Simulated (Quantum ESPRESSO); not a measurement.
NaCl:

```
Cl Na
1.0
     3.50219    0.00000    0.00000
     0.00000    3.50219    0.00000
     0.00000    0.00000    3.50219
Cl Na
1 1
Direct
  0.50000 0.50000 0.50000
  0.00000 0.00000 0.00000
```

Measurements of this composition are mostly on another form, of space group No. 225.

Base run:

* Program: Quantum ESPRESSO 7.5
* Functional: LDA
* Potentials or basis: PseudoDojo 0.4.1 SR LDA standard
* Cutoff: 1197 eV
* Density cutoff: 4789 eV
* k mesh: 8 × 8 × 8
* Occupations: fermi-dirac, width 0.05 eV
* Spin: no spin polarisation

Its results: band gap on the k mesh 3.60 eV, indirect (least direct gap 4.11 eV); pressure -3.1 GPa.

The run is repeated on the same cell with these changes: functional from LDA to PBE; potentials or basis from PseudoDojo 0.4.1 SR LDA standard to PseudoDojo 0.4.1 SR PBE standard. What comes out?

Band gap on the k mesh 3.98 eV, indirect (least direct gap 4.47 eV); pressure 0.1 GPa.
